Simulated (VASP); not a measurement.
# LiCl (Fm-3m) in VASP: further runs

Runs on LiCl. Level: PBE. Tasks: phonons, dielectric tensor.

All numbers are computed with VASP 6.6.1; they aren't measurements. Logs are shortened: lines on timing, memory, paths and dates and some standing lists are left out, and cuts for length are marked.

**Measured values to compare with.**

A printed reference work, monograph reports, for a bulk crystal of LiCl: high-frequency dielectric constant 2.75.

The runs below are set against these values where they give the same quantity.

## (1) The structure

It takes space group Fm-3m (No. 225, cubic). Conventional cell: a = 5.145 Å, b = 5.145 Å, c = 5.145 Å, α = 90.00°, β = 90.00°, γ = 90.00°. Around Li (site symmetry m-3m) lie 6 Cl at 2.57 Å. Cl (site symmetry m-3m) has 6 Li at 2.57 Å as nearest neighbours.

## (2) Phonons, PBE

POSCAR

```
LiCl
1.0
    0.0000000000      2.5724098370      2.5724098370
    2.5724098370      0.0000000000      2.5724098370
    2.5724098370      2.5724098370      0.0000000000
  Li              Cl
     1     1
Direct
     0.0000000000000000    0.0000000000000000    0.0000000000000000
     0.5000000000000000    0.5000000000000000    0.5000000000000000
```

INCAR.step1

```
SYSTEM = LiCl
ALGO = Fast
EDIFF = 1E-8
EDIFFG = -0.002
ENCUT = 600
GGA = PE
IBRION = 2
ISIF = 3
ISMEAR = 0
LASPH = .TRUE.
LCHARG = .FALSE.
LREAL = .FALSE.
LWAVE = .FALSE.
NELM = 80
NSW = 40
PREC = Accurate
SIGMA = 0.03
```

INCAR.step2

```
SYSTEM = LiCl
ALGO = Fast
EDIFF = 1E-8
ENCUT = 600
GGA = PE
IBRION = 6
ISIF = 2
ISMEAR = 0
LASPH = .TRUE.
LCHARG = .FALSE.
LREAL = .FALSE.
LWAVE = .FALSE.
NELM = 80
NFREE = 2
NSW = 1
POTIM = 0.015
PREC = Accurate
SIGMA = 0.03
```

KPOINTS

```
k-points
0
G
  10 10 10
  0 0 0
```

Potentials or basis: VASP PAW PBE potentials, release 64 (Li_sv, Cl).

The run is started by

```sh
cat potpaw_PBE.64/Li_sv/POTCAR potpaw_PBE.64/Cl/POTCAR > POTCAR
cp INCAR.step1 INCAR
mpirun -np 1 vasp_std > vasp.out
cp CONTCAR POSCAR
cp INCAR.step2 INCAR
mpirun -np 1 vasp_std > vasp.out
```

OUTCAR:

```text
SYSTEM = LiCl
   EDIFF = 1E-8
   ENCUT = 600
   GGA = PE
   IBRION = 6
   ISIF = 2
   ISMEAR = 0
   LASPH = .TRUE.
   LREAL = .FALSE.
   NELM = 80
   NFREE = 2
   NSW = 1
   POTIM = 0.015
   PREC = Accurate

 ion  position               nearest neighbor table
   1  0.000  0.000  0.000-   2 2.57   2 2.57   2 2.57   2 2.57   2 2.57   2 2.57
   2  0.500  0.500  0.500-   1 2.57   1 2.57   1 2.57   1 2.57   1 2.57   1 2.57

  LATTYP: Found a face centered cubic cell.
 ALAT       =     5.1448196740

  Lattice vectors:

 A1 = (   0.0000000000,   2.5724098370,   2.5724098370)
 A2 = (   2.5724098370,   0.0000000000,   2.5724098370)
 A3 = (   2.5724098370,   2.5724098370,   0.0000000000)

Analysis of symmetry for initial positions (statically):
=====================================================================
 Subroutine PRICEL returns:
 Original cell was already a primitive cell.

 Routine SETGRP: Setting up the symmetry group for a
 face centered cubic supercell.

 Subroutine GETGRP returns: Found 48 space group operations
 (whereof 48 operations were pure point group operations)
 out of a pool of 48 trial point group operations.

The static configuration has the point symmetry O_h .

Analysis of symmetry for dynamics (positions and initial velocities):
=====================================================================
 Subroutine PRICEL returns:
 Original cell was already a primitive cell.

 Routine SETGRP: Setting up the symmetry group for a
 face centered cubic supercell.

 Subroutine GETGRP returns: Found 48 space group operations
 (whereof 48 operations were pure point group operations)
 out of a pool of 48 trial point group operations.

The dynamic configuration has the point symmetry O_h .

 Subroutine INISYM returns: Found 48 space group operations
 (whereof 48 operations are pure point group operations),
 and found     1 'primitive' translations

----------------------------------------------------------------------------------------

                                     Primitive cell

  volume of cell :      34.0448

  direct lattice vectors                    reciprocal lattice vectors
     0.000000000  2.572409837  2.572409837    -0.194370272  0.194370272  0.194370272
     2.572409837  0.000000000  2.572409837     0.194370272 -0.194370272  0.194370272
     2.572409837  2.572409837  0.000000000     0.194370272  0.194370272 -0.194370272

  length of vectors
     3.637936879  3.637936879  3.637936879     0.336659187  0.336659187  0.336659187

  position of ions in fractional coordinates (direct lattice)
     0.000000000  0.000000000  0.000000000
     0.500000000  0.500000000  0.500000000

  ion indices of the primitive-cell ions
   primitive index   ion index
                 1           1
                 2           2

----------------------------------------------------------------------------------------

 KPOINTS: k-points

Automatic generation of k-mesh.
 Grid dimensions read from file:
 generate k-points for:   10   10   10

 Generating k-lattice:

  Cartesian coordinates                     Fractional coordinates (reciprocal lattice)
    -0.019437027  0.019437027  0.019437027     0.100000000  0.000000000  0.000000000
     0.019437027 -0.019437027  0.019437027     0.000000000  0.100000000  0.000000000
     0.019437027  0.019437027 -0.019437027     0.000000000  0.000000000  0.100000000

  Length of vectors
     0.033665919  0.033665919  0.033665919

  Shift w.r.t. Gamma in fractional coordinates (k-lattice)
     0.000000000  0.000000000  0.000000000

 Subroutine IBZKPT returns following result:
 ===========================================

 Found     47 irreducible k-points:
[... 58 lines left out ...]
   NUPDOWN=      -1.0000    fix difference up-down
   EMIN   =  10.00;   EMAX   =-10.00  energy-range for DOS
   EFERMI =   0.00;   METHOD = LEGACY
   ISMEAR =     0;   SIGMA  =   0.03  broadening in eV -4-tet -1-fermi 0-gaus
   EFERMI_NEDOS =   21; number of points for ismear=-14 and -15
   IALGO  =     68    algorithm
   IMIX   =      4    mixing-type and parameters
     AMIX     =   0.40;   BMIX     =  1.00
     AMIX_MAG =   1.60;   BMIX_MAG =  1.00
  volume/ion in A,a.u.               =      17.02       114.87
  Fermi-wavevector in a.u.,A,eV,Ry     =   1.088240  2.056475 16.112920  1.184266
  Thomas-Fermi vector in A             =   2.224417
   LORBIT       =      0    0 simple, 1 ext, 2 COOP (PROOUT), +10 PAW based schemes
   GGA     = PE    functional components
   LHFCALC =     F    Hartree Fock is set to
   AEXX    =    0.0000 exact exchange contribution
   IVDW    =     0    specifies the selected vdW correction
   LEPSILON=     F    determine dielectric tensor
   LRPA    =     F    only Hartree local field effects (RPA)
 finite differences with symmetry
 non-spin polarized calculation
 RMM-DIIS sequential band-by-band and
 Gauss-broadening in eV      SIGMA  =   0.03
  energy-cutoff  :      600.00
  volume of cell :       34.04
 maximum number of plane-waves:      1158
 NGX is ok and might be reduce to    30
   NGX = 15   NGY = 15   NGZ = 15

--------------------------------------- Ionic step        1  -------------------------------------------

 number of electron      10.0000006 magnetization

 Free energy of the ion-electron system (eV)
  ---------------------------------------------------
  ext. energy  EPLUGINS =         0.00000000
  ---------------------------------------------------
  free energy    TOTEN  =        -7.38591328 eV

  energy without entropy =       -7.38591328  energy(sigma->0) =       -7.38591328

------------------------ aborting loop because EDIFF is reached ----------------------------------------

  FORCE on cell =-STRESS in cart. coord.  units (eV):
  Direction    XX          YY          ZZ          XY          YZ          ZX
  --------------------------------------------------------------------------------------
  -------------------------------------------------------------------------------------
  Total        0.0001152      0.0001152      0.0001152      0.0000000      0.0000000      0.0000000
  in kB        0.0054217      0.0054217      0.0054217      0.0000000      0.0000000      0.0000000
  external PRESSURE =       0.0054217 kB  Pullay stress =       0.0000000 kB
[... 131 lines left out ...]
--------------------------------------- Ionic step        5  -------------------------------------------

 number of electron      10.0000006 magnetization

 Free energy of the ion-electron system (eV)
  ---------------------------------------------------
  ext. energy  EPLUGINS =         0.00000000
  ---------------------------------------------------
  free energy    TOTEN  =        -7.38584386 eV

  energy without entropy =       -7.38584386  energy(sigma->0) =       -7.38584386

 E-fermi :   0.7881     XC(G=0):  -8.6920

 val. band max:        0.5129076057   @ k =   0.0000  -0.1000   0.1000
 cond. band min:       6.8018608603   @ k =   0.0000   0.0000   0.0000
 fundamental gap:      6.2889532547
 Fermi energy:         0.7881003002

 k-point     1 :       0.0000    0.0000    0.0000
  band No.  band energies     occupation
      1     -43.0236      2.00000
      2     -12.8525      2.00000
      3       0.5124      2.00000
      4       0.5127      2.00000
      5       0.5127      2.00000
      6       6.8019      0.00000
      7      12.4424      0.00000
      8      12.4424      0.00000
      9      12.4437      0.00000
[... 265 lines left out ...]
 k-point    24 :       0.4000    0.3000    0.0000
  band No.  band energies     occupation
      1     -43.0208      2.00000
      2     -12.2397      2.00000
      3      -1.7842      2.00000
      4      -0.4573      2.00000
      5      -0.3309      2.00000
      6       8.8589      0.00000
      7       9.4997      0.00000
      8      11.0396      0.00000
      9      13.1594      0.00000

 [... further k-points ...]

------------------------ aborting loop because EDIFF is reached ----------------------------------------

  FORCE on cell =-STRESS in cart. coord.  units (eV):
  Direction    XX          YY          ZZ          XY          YZ          ZX
  --------------------------------------------------------------------------------------
  -------------------------------------------------------------------------------------
  Total        0.0018732      0.0000117      0.0000117     -0.0000000     -0.0000000      0.0000000
  in kB        0.0881561      0.0005499      0.0005499     -0.0000000     -0.0000000      0.0000000
  external PRESSURE =       0.0297520 kB  Pullay stress =       0.0000000 kB
[... 17 lines left out ...]
  FREE ENERGIE OF THE ION-ELECTRON SYSTEM (eV)
  ---------------------------------------------------
  free  energy   TOTEN  =        -7.3858438602 eV

  energy  without entropy=       -7.3858438602  energy(sigma->0) =       -7.38584386

 INTERNAL STRAIN TENSORS FROM DISPLACED ATOMS
 ============================================

 INTERNAL STRAIN TENSOR FOR ION    1 for displacements in x,y,z  (eV/Angst):
          X           Y           Z          XY          YZ          ZX
  --------------------------------------------------------------------------------
  x     0.00000     0.00000     0.00000     0.00000     0.00000     0.00000
  y     0.00000     0.00000     0.00000     0.00000     0.00000     0.00000
  z     0.00000     0.00000     0.00000     0.00000     0.00000     0.00000

 INTERNAL STRAIN TENSOR FOR ION    2 for displacements in x,y,z  (eV/Angst):
          X           Y           Z          XY          YZ          ZX
  --------------------------------------------------------------------------------
  x     0.00000     0.00000     0.00000     0.00000     0.00000     0.00000
  y     0.00000     0.00000     0.00000     0.00000     0.00000     0.00000
  z     0.00000     0.00000     0.00000     0.00000     0.00000     0.00000

 Eigenvectors and eigenvalues of the dynamical matrix
 ----------------------------------------------------

   1 f  =    5.122471 THz    32.185436 2PiTHz  170.867247 cm-1    21.184829 meV
             X         Y         Z           dx          dy          dz
      0.000000  0.000000  0.000000     0.000000    0.915309    0.000000
      2.572410  2.572410  2.572410     0.000000   -0.402753    0.000000
[... 21 lines left out ...]
   6 f/i=    0.019903 THz     0.125054 2PiTHz    0.663891 cm-1     0.082312 meV
             X         Y         Z           dx          dy          dz
      0.000000  0.000000  0.000000     0.000000    0.000000   -0.402753
      2.572410  2.572410  2.572410     0.000000    0.000000   -0.915309

 ELASTIC MODULI CONTR FROM IONIC RELAXATION (kBar)
 Direction    XX          YY          ZZ          XY          YZ          ZX
 --------------------------------------------------------------------------------
 XX           0.0000      0.0000      0.0000      0.0000      0.0000      0.0000
 YY           0.0000      0.0000      0.0000      0.0000      0.0000      0.0000
 ZZ           0.0000      0.0000      0.0000      0.0000      0.0000      0.0000
 XY           0.0000      0.0000      0.0000      0.0000      0.0000      0.0000
 YZ           0.0000      0.0000      0.0000      0.0000      0.0000      0.0000
 ZX           0.0000      0.0000      0.0000      0.0000      0.0000      0.0000
 --------------------------------------------------------------------------------
```

It took 2.2 min on 1 thread of Intel Xeon Platinum 8559C (Emerald Rapids), shared host; peak memory 0.21 GiB.

What came out:

| Quantity | Value |
| --- | --- |
| Highest phonon frequency at Γ, LO-TO splitting left out | 171 cm⁻¹ |

Phonon frequencies in cm⁻¹ (negative: imaginary):
```csv
q point,frequencies
"(0.000, 0.000, 0.000)",-1 -1 -1 171 171 171
```

Caveat: the cutoff is under 1.25 times the usual one of these potentials, so pressure, stress and relaxed cells hold a basis-set (Pulay) error.

## (3) Dielectric tensor, PBE

INCAR

```
SYSTEM = LiCl
ALGO = Fast
EDIFF = 1E-8
ENCUT = 600
GGA = PE
ISIF = 2
ISMEAR = 0
LASPH = .TRUE.
LCHARG = .FALSE.
LEPSILON = .TRUE.
LREAL = .FALSE.
LWAVE = .FALSE.
NELM = 80
PREC = Accurate
SIGMA = 0.03
```

KPOINTS

```
k-points
0
Monkhorst
  16 16 16
  0 0 0
```

Edit POSCAR of step 2 so:

```diff
@@ -1,2 +1,2 @@
-LiCl
+LiCl                                    
 1.0
@@ -5,3 +5,3 @@
     2.5724098370      2.5724098370      0.0000000000
-  Li              Cl
+  Li              Cl            
      1     1
```

Potentials or basis: VASP PAW PBE potentials, release 64 (Li_sv, Cl).

The run is started by

```sh
cat potpaw_PBE.64/Li_sv/POTCAR potpaw_PBE.64/Cl/POTCAR > POTCAR
mpirun -np 1 vasp_std > vasp.out
```

OUTCAR:

```text
SYSTEM = LiCl
   EDIFF = 1E-8
   ENCUT = 600
   GGA = PE
   ISIF = 2
   ISMEAR = 0
   LASPH = .TRUE.
   LEPSILON = .TRUE.
   LREAL = .FALSE.
   NELM = 80
   PREC = Accurate

 ion  position               nearest neighbor table
   1  0.000  0.000  0.000-   2 2.57   2 2.57   2 2.57   2 2.57   2 2.57   2 2.57
   2  0.500  0.500  0.500-   1 2.57   1 2.57   1 2.57   1 2.57   1 2.57   1 2.57

  LATTYP: Found a face centered cubic cell.
 ALAT       =     5.1448196740

  Lattice vectors:

 A1 = (   0.0000000000,   2.5724098370,   2.5724098370)
 A2 = (   2.5724098370,   0.0000000000,   2.5724098370)
[... 539 lines left out ...]
 -----------------------------------------------------------------------------
    -0.00021  0.00000 -0.00000
     0.00000 -0.00021  0.00000
    -0.00000  0.00000 -0.00004

 MACROSCOPIC STATIC DIELECTRIC TENSOR (including local field effects in DFT)
 ------------------------------------------------------
           2.958507     0.000000     0.000000
          -0.000000     2.958507     0.000000
          -0.000000     0.000000     2.958507
 ------------------------------------------------------

 PIEZOELECTRIC TENSOR (including local field effects)  for field in x, y, z        (e  Angst)
          XX          YY          ZZ          XY          YZ          ZX
  --------------------------------------------------------------------------------
  x     0.00000     0.00000     0.00000     0.00000     0.00000     0.00000
  y     0.00000     0.00000     0.00000     0.00000     0.00000     0.00000
  z     0.00000     0.00000     0.00000     0.00000     0.00000     0.00000

 PIEZOELECTRIC TENSOR (including local field effects)  for field in x, y, z        (C/m^2)
          XX          YY          ZZ          XY          YZ          ZX
  --------------------------------------------------------------------------------
  x     0.00000     0.00000     0.00000     0.00000     0.00000     0.00000
  y     0.00000     0.00000     0.00000     0.00000     0.00000     0.00000
  z     0.00000     0.00000     0.00000     0.00000     0.00000     0.00000

 BORN EFFECTIVE CHARGES (including local field effects) (in |e|, cummulative output)
 ---------------------------------------------------------------------------------
 ion    1
    1     1.18930     0.00000     0.00000
    2     0.00000     1.18930     0.00000
    3     0.00000     0.00000     1.18930
 ion    2
    1    -1.18930     0.00000     0.00000
    2     0.00000    -1.18930     0.00000
    3     0.00000     0.00000    -1.18930
```

It took 43 min on 1 thread of Intel Xeon Platinum 8559C (Emerald Rapids), shared host; peak memory 0.98 GiB.

What came out:

- Electronic dielectric tensor (diagonal): 2.96
- Born charges (mean of the diagonal): Li +1.19; Cl -1.19 e

Levels at points of the mesh, in eV from the valence-band top:
```
           k point  band 2  band 3  band 4  band 5  band 6  band 7  band 8  band 9
(0.03, 0.03, 0.03)  -13.36   -0.04    0.00    0.00    6.32   11.85   11.94   11.94
```

Electronic dielectric tensor:
```
2.96 0.00 0.00
0.00 2.96 0.00
0.00 0.00 2.96
```

Born effective charge tensors (e):
atom 1, Li
```
1.19 0.00 0.00
0.00 1.19 0.00
0.00 0.00 1.19
```
atom 2, Cl
```
-1.19  0.00  0.00
 0.00 -1.19  0.00
 0.00  0.00 -1.19
```

Caveat: the cutoff is under 1.25 times the usual one of these potentials, so pressure, stress and relaxed cells hold a basis-set (Pulay) error.

## (4) Against experiment

Step 3. Against the measured high-frequency dielectric constant of LiCl, 2.75 (a printed reference work, monograph), the calculated 2.96 is off by +7.6 %.
